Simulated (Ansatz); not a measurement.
# PbO2: equation of state with PBE

Crystal: PbO2.

```
Pb O
1.0
     4.99496    0.00000    0.00000
     0.00000    4.99496    0.00000
     0.00000    0.00000    3.40900
Pb O
2 4
Direct
  0.50000 0.50000 0.50000
  0.00000 0.00000 0.00000
  0.69257 0.69257 0.00000
  0.80743 0.19257 0.50000
  0.19257 0.80743 0.50000
  0.30743 0.30743 0.00000
```

The cell is a database's computed one.

- Program: Ansatz 0.2.0
- Task: equation of state
- Functional: PBE
- Potentials or basis: Ansatz PAW
- Cutoff: 420 eV
- Density cutoff: 1680 eV
- k mesh: 6 × 6 × 8
- Occupations: fermi-dirac, width 0.05 eV
- Spin: no spin polarisation

The equilibrium volume is 14.79 Å³/atom. The bulk modulus at fixed shape and positions is 121 GPa and the pressure derivative of the bulk modulus is 5.2.

Energy against volume, from the lowest point:
| volume (Å³/atom) | energy (meV/atom) |
| --- | --- |
| 13.325 | 67.68 |
| 13.609 | 42.05 |
| 13.892 | 23.21 |
| 14.176 | 10.39 |
| 14.459 | 2.83 |
| 14.743 | 0.00 |
| 15.026 | 1.40 |

All runs of the series together: 33 s on 2 threads of Arm Neoverse V1, on a shared host.

Caveat: the cell was scaled at fixed shape and fractional positions, which overstates the stiffness of a crystal with free parameters, most of all of layers and chains. Spin-orbit coupling is left out, which matters for the levels of Pb.
